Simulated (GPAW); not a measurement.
# PbSe (Clausthalite) (Fm-3m) in GPAW: notebook, part 2 of 4

GPAW 26.7.0. Earlier steps stand in the parts before.

### Step 3. One-shot levels on a semilocal density, r2SCAN

run.py

```python
import numpy as np
import spglib
from ase import Atoms
from ase.dft.bandgap import bandgap
from ase.io import read, write
from ase.units import Ha
from gpaw import GPAW, PW
from gpaw.hybrids.energy import non_self_consistent_energy
from gpaw.new.pw.nschse import non_self_consistent_matrix_elements

atoms = read('PbSe.cif')
cell, positions, numbers = spglib.find_primitive(
    (atoms.cell[:], atoms.get_scaled_positions(), atoms.numbers), symprec=1e-4)
atoms = Atoms(numbers, cell=cell, scaled_positions=positions, pbc=True)

calc = GPAW(mode=PW(500),
            xc='MGGA_X_R2SCAN+MGGA_C_R2SCAN',
            kpts={'size': (5, 5, 5), 'gamma': True},
            occupations={'name': 'fermi-dirac', 'width': 0.05},
            nbands=19,
            convergence={'density': 1e-06, 'bands': 17},
            maxiter=80,
            txt='gpaw.txt')
atoms.calc = calc
energy = atoms.get_potential_energy()
calc.write('gs.gpw')
write('result.traj', atoms)
print(f'Energy: {energy:.6f} eV')
print('Fermi level:', round(calc.get_fermi_level(), 4), 'eV')
print(f'Gap: {bandgap(calc)[0]:.4f} eV, direct: {bandgap(calc, direct=True)[0]:.4f} eV')

calc.write('wfs.gpw', mode='all')
eps = calc.eigenvalues()
free = calc.get_potential_energy(force_consistent=True)
semilocal_x = free + calc.get_xc_difference('MGGA_X_R2SCAN')  # without correlation
exact_x = non_self_consistent_energy(calc, 'EXX').sum()
h_x = non_self_consistent_matrix_elements(GPAW('wfs.gpw').dft, 'MGGA_X_R2SCAN')
h_exx = non_self_consistent_matrix_elements(GPAW('wfs.gpw').dft, 'EXX')
shift = np.einsum('sknn->skn', h_exx - h_x).real * Ha
np.savetxt('shift.dat', shift[..., :17].reshape((-1, 17)), fmt='%.4f')
occupied = eps < calc.get_fermi_level()
for name, a in {'r2SCAN0': 0.25, 'r2SCANh': 0.1, 'r2SCAN50': 0.5, 'r2SCAN-EpsX': 0.047}.items():
    levels = (eps + a * shift)[..., :17]
    gap = levels[~occupied[..., :17]].min() - levels[occupied[..., :17]].max()
    print(f'{name}: share {a}, energy {free + a * (exact_x - semilocal_x):.6f} eV, gap {gap:.4f} eV')
```

PbSe.cif is that of step 2.

Potentials or basis: GPAW PAW data sets (gpaw-data 1.2.1), pw.

On the command line:

```sh
$ OMP_NUM_THREADS=1 python run.py
```

gpaw.txt:

```text
__  _  _
 | _ |_)|_||  |
 |__||  | ||/\| - 26.7.0

Input parameters:
  mode=PW(ecut=500.0),
  convergence={'density': 1e-06, 'bands': 17},
  kpts=MonkhorstPack(size=(5, 5, 5), gamma=True),
  maxiter=80,
  nbands=19,
  occupations=Occupations(name='fermi-dirac', width=0.05),
  xc=XC(name='MGGA_X_R2SCAN+MGGA_C_R2SCAN')

Diagonalizing LCAO Hamiltonian
Converting LCAO to pw mode

                Se

       Pb

Atoms  # Å, Bohr magnetons
|   | symbol |        x |        y |        z |    initial magnetic moments |
|---|--------|----------|----------|----------|-----------------------------|
| 0 |     Pb | 0.000000 | 0.000000 | 0.000000 | ( 0.0000,  0.0000,  0.0000) |
| 1 |     Se | 3.060650 | 3.060650 | 3.060650 | ( 0.0000,  0.0000,  0.0000) |

Unit cell  # Å
| periodic |        x |        y |        z |  lengths |    angles |
|----------|----------|----------|----------|----------|-----------|
|      yes | 0.000000 | 3.060650 | 3.060650 | 4.328413 | 60.000000 |
|      yes | 3.060650 | 0.000000 | 3.060650 | 4.328413 | 60.000000 |
|      yes | 3.060650 | 3.060650 | 0.000000 | 4.328413 | 60.000000 |

Number of symmetries: 48
Symmetry operations  # r_c * U_cc + t_c -> r_c
|    | kind |            matrix            |
|----|------|------------------------------|
|  0 |  σ   |  1, 0, 0,  1, 0,-1,  1,-1, 0 |
|  1 |  C2  |  1, 0, 0,  1,-1, 0,  1, 0,-1 |
|  2 |  E   |  1, 0, 0,  0, 1, 0,  0, 0, 1 |
|  3 |  σ   |  1, 0, 0,  0, 0, 1,  0, 1, 0 |
|  4 |  C4  |  1, 0,-1,  1, 0, 0,  1,-1, 0 |
|  5 |  S6  |  1, 0,-1,  1,-1, 0,  1, 0, 0 |
|  6 |  σ   |  1, 0,-1,  0, 1,-1,  0, 0,-1 |
|  7 |  C3  |  1, 0,-1,  0, 0,-1,  0, 1,-1 |
|  8 |  S6  |  1,-1, 0,  1, 0, 0,  1, 0,-1 |
|  9 |  C4  |  1,-1, 0,  1, 0,-1,  1, 0, 0 |
| 10 |  C3  |  1,-1, 0,  0,-1, 1,  0,-1, 0 |
| 11 |  σ   |  1,-1, 0,  0,-1, 0,  0,-1, 1 |
| 12 |  σ   |  0, 1, 0,  1, 0, 0,  0, 0, 1 |
| 13 |  C4  |  0, 1, 0,  0, 1,-1, -1, 1, 0 |
| 14 |  C3  |  0, 1, 0,  0, 0, 1,  1, 0, 0 |
| 15 |  S6  |  0, 1, 0, -1, 1, 0,  0, 1,-1 |
| 16 |  C2  |  0, 1,-1,  1, 0,-1,  0, 0,-1 |
| 17 |  σ   |  0, 1,-1,  0, 1, 0, -1, 1, 0 |
| 18 |  S4  |  0, 1,-1,  0, 0,-1,  1, 0,-1 |
| 19 |  C4  |  0, 1,-1, -1, 1, 0,  0, 1, 0 |
| 20 |  C3  |  0, 0, 1,  1, 0, 0,  0, 1, 0 |
| 21 |  σ   |  0, 0, 1,  0, 1, 0,  1, 0, 0 |
| 22 |  S6  |  0, 0, 1,  0,-1, 1, -1, 0, 1 |
| 23 |  C4  |  0, 0, 1, -1, 0, 1,  0,-1, 1 |
| 24 |  S4  |  0, 0,-1,  1, 0,-1,  0, 1,-1 |
| 25 |  C3  |  0, 0,-1,  0, 1,-1,  1, 0,-1 |
| 26 |  C2  |  0, 0,-1,  0,-1, 0, -1, 0, 0 |
| 27 |  S6  |  0, 0,-1, -1, 0, 0,  0,-1, 0 |
| 28 |  S4  |  0,-1, 1,  1,-1, 0,  0,-1, 0 |
| 29 |  C4  |  0,-1, 1,  0, 0, 1, -1, 0, 1 |
| 30 |  C2  |  0,-1, 1,  0,-1, 0,  1,-1, 0 |
| 31 |  σ   |  0,-1, 1, -1, 0, 1,  0, 0, 1 |
| 32 |  C3  |  0,-1, 0,  1,-1, 0,  0,-1, 1 |
| 33 |  S6  |  0,-1, 0,  0, 0,-1, -1, 0, 0 |
| 34 |  S4  |  0,-1, 0,  0,-1, 1,  1,-1, 0 |
| 35 |  C2  |  0,-1, 0, -1, 0, 0,  0, 0,-1 |
| 36 |  C2  | -1, 1, 0,  0, 1, 0,  0, 1,-1 |
| 37 |  S6  | -1, 1, 0,  0, 1,-1,  0, 1, 0 |
| 38 |  S4  | -1, 1, 0, -1, 0, 1, -1, 0, 0 |
| 39 |  C3  | -1, 1, 0, -1, 0, 0, -1, 0, 1 |
| 40 |  S6  | -1, 0, 1,  0, 0, 1,  0,-1, 1 |
| 41 |  C2  | -1, 0, 1,  0,-1, 1,  0, 0, 1 |
| 42 |  C3  | -1, 0, 1, -1, 1, 0, -1, 0, 0 |
| 43 |  S4  | -1, 0, 1, -1, 0, 0, -1, 1, 0 |
| 44 |  C2  | -1, 0, 0,  0, 0,-1,  0,-1, 0 |
| 45 |  i   | -1, 0, 0,  0,-1, 0,  0, 0,-1 |
| 46 |  σ   | -1, 0, 0, -1, 1, 0, -1, 0, 1 |
| 47 |  C2  | -1, 0, 0, -1, 0, 1, -1, 1, 0 |

BZ-sampling:
  Number of BZ points: 125
  Number of IBZ points: 10

  Monkhorst-Pack size: [5, 5, 5]
  Monkhorst-Pack shift: [0, 0, 0]

K-points  # in reciprocal-cell coordinates
|   |                                coordinates |     weight |
|---|--------------------------------------------|------------|
| 0 | (  0.00000000,   0.00000000,   0.00000000) | 0.00800000 |
| 1 | (  0.20000000,   0.20000000,   0.00000000) | 0.04800000 |
| 2 | (  0.20000000,   0.20000000,   0.20000000) | 0.06400000 |
| 3 | (  0.40000000,   0.20000000,  -0.20000000) | 0.19200000 |
| 4 | (  0.40000000,   0.20000000,   0.20000000) | 0.09600000 |
| 5 | (  0.40000000,   0.40000000,  -0.40000000) | 0.19200000 |
| 6 | (  0.40000000,   0.40000000,  -0.20000000) | 0.09600000 |
| 7 | (  0.40000000,   0.40000000,   0.00000000) | 0.04800000 |
| 8 | (  0.40000000,   0.40000000,   0.20000000) | 0.19200000 |
| 9 | (  0.40000000,   0.40000000,   0.40000000) | 0.06400000 |

Plane wave coefficients: 1476
Cutoff: 500.0 eV

Spin-components: 1 (collinear spins)
Bands:           19
Projectors:      11
Spin-degeneracy: 2
Datatype:        complex128

Density:
  Valence electrons: 20.0
  Components: 1
  Grid points: [24 24 24]
  Charge: 0.0  # |e|

Potential:
  Grid points: [24 24 24]

species:
  Pb:
    name:    Lead
    Z:       82.0
    valence: 14
    core:    68
    charge:  0.0  # [|e|]
    compensation charges:
      type: gauss
      rc: 0.38  # [Å]
      lmax: 2
    cutoffs:
      filter: 2.36  # [Å]
      core: 2.43  # [Å]
    projectors
    | kind |    occ | energy [eV] | rcut [Å] |
    |------|--------|-------------|----------|
    |   6s |  2.000 |     -11.969 |    1.259 |
    |   6p |  2.000 |      -3.506 |    1.275 |
    |   5d | 10.000 |     -21.211 |    1.217 |
    |    s |        |      15.243 |    1.259 |
    |    p |        |      23.705 |    1.275 |
    |    d |        |       6.001 |    1.217 |

    Using partial waves for Pb as LCAO basis

  Se:
    name:    Selenium
    Z:       34.0
    valence: 6
    core:    28
    charge:  0.0  # [|e|]
    compensation charges:
      type: gauss
      rc: 0.27  # [Å]
      lmax: 2
    cutoffs:
      filter: 1.77  # [Å]
      core: 2.67  # [Å]
    projectors
    | kind |    occ | energy [eV] | rcut [Å] |
    |------|--------|-------------|----------|
    |   4s |  2.000 |     -17.277 |    0.847 |
    |   4p |  4.000 |      -6.512 |    1.005 |
    |    s |        |       9.935 |    0.847 |
    |    p |        |      20.699 |    1.005 |
    |    d |        |       0.000 |    0.847 |

    Using partial waves for Se as LCAO basis

Reference energy: -633377.995495  # eV

eigensolver:
  PPCG
  Converge bands: 17
  niter=2

density mixing:
  MSR1-Mixer
  Pratt-step length: 0.05
  Maximum mixing coefficient: 0.75
  Old densities: 10
  SVD Regularization: 0.005
  Good broyden scale: 1.0
  Trust region scale: 1.0
  Backstep threshold: 4.0
  History deletion threshold: 6.0
  Fourier metric: weight=20.0, sigma=0.015

occupation numbers:
  Fermi-Dirac:
    width: 0.0500  # eV

poisson solver:
  ecut: 4000.0  # eV

xc functional:
  name: MGGA_X_R2SCAN+MGGA_C_R2SCAN with 2 nearest neighbor stencil

convergence criteria:
- Maximum integral of absolute [dens]ity change: 1e-06 electrons / valence electron
- Maximum [total energy] change in last 3 cyles: 0.0005 eV / valence electron
- Maximum integral of absolute [eigenst]ate change: 4e-08 eV^2 / valence electron
maximum number of iterations: 80

SCF iterations
|iter     | |      energy | eigst |  dens |
|---------|-|-------------|-------|-------|
|iter:   1| |  -38.393245 | +2.44 |       |
|iter:   2| |  -34.743670 | +0.57 | -1.23 |
|iter:   3| |-2438192.981134 | +6.31 | -1.22 |
|iter:   4| |   -8.666092 | +2.19 | +2.11 |
|iter:   5| |  -34.786112 | +1.29 | -0.48 |
|iter:   6| |  -34.554518 | -0.48 | -1.34 |
|iter:   7| |  -34.552932 | -1.72 | -1.88 |
|iter:   8| |  -34.559774c| -2.33 | -2.11 |
|iter:   9| |  -34.561989c| -3.32 | -2.34 |
|iter:  10| |  -34.560129c| -3.79 | -2.28 |
|iter:  11| |  -34.559229c| -3.88 | -2.51 |
|iter:  12| |  -34.559114c| -4.67 | -2.94 |
|iter:  13| |  -34.559094c| -5.06 | -3.35 |
|iter:  14| |  -34.559094c| -6.94 | -4.61 |
|iter:  15| |  -34.559094c| -7.55c| -5.19 |
|iter:  16| |  -34.559094c| -8.10c| -5.70 |
|iter:  17| |  -34.559094c| -8.64c| -6.32c|

Converged in 17 steps
Energy contributions relative to reference atoms: (reference = -633377.995495)

Energy contributions:
  Kinetic:          28.137599
  Coulomb:         -27.515983
  Zero:             -0.126987
  External:          0.000000
  Xc:              -35.053722
  Entropy:          -0.000000
  Spinorbit:         0.000000
  ----------------------------
  Free energy:     -34.559095
  Extrapolated:    -34.559094

dipole moment: (-25.824091, -25.824091, -25.824091)  # |e|*Ang

Fermi level: 6.329
Eigenvalues  # (at kpt = [0.000, 0.000, 0.000])
| band index |      eig [eV] | occ [0-2] |
|------------|---------------|-----------|
|          0 |       -11.525 |     2.000 |
|        ... |               |           |
|          2 |       -11.520 |     2.000 |
|          3 |       -11.520 |     2.000 |
|          4 |       -11.520 |     2.000 |
|          5 |        -8.184 |     2.000 |
|          6 |        -0.326 |     2.000 |
|          7 |         3.913 |     2.000 |
[... 9 lines left out ...]
|         17 |        14.923 |     0.000 |
|         18 |        15.461 |     0.000 |

Gap: 1.353 eV
Transition (v -> c):
  (s=0, k=9, n=9, [0.40, 0.40, 0.40]) -> (s=0, k=9, n=10, [0.40, 0.40, 0.40])
No difference between direct/indirect transitions
# Writing to gs.gpw (mode='')

# Writing to wfs.gpw (mode='all')
```

Wall time 5.9 min (1 thread of Arm Neoverse V1, shared host); peak memory 0.76 GiB.

What came out:

| Property | Result |
| --- | --- |
| Free energy | -34.5591 eV |

Levels at points of the mesh, in eV from the Fermi level:
```
           k point  band 7  band 8  band 9  band 10  band 11  band 12  band 13  band 14
(0.00, 0.00, 0.00)   -6.65   -2.42   -2.42    -2.42     4.64     4.64     4.64     6.59
```

Band gaps from one-shot exact exchange on these states (eV): r2scan0 2.15, r2scanh 1.67, r2scan50 2.96, r2scan_epsx 1.50

Caveat: the k mesh is coarse; this odd mesh misses L, where the gap lies, so gap, dielectric constants and Born charges aren't listed; energy and the plain gap are those of the semilocal run; the hybrids' values are one shot on its orbitals and mesh. The run has no spin-orbit coupling, so splittings on Pb are missing.

[end of part 2 of 4]
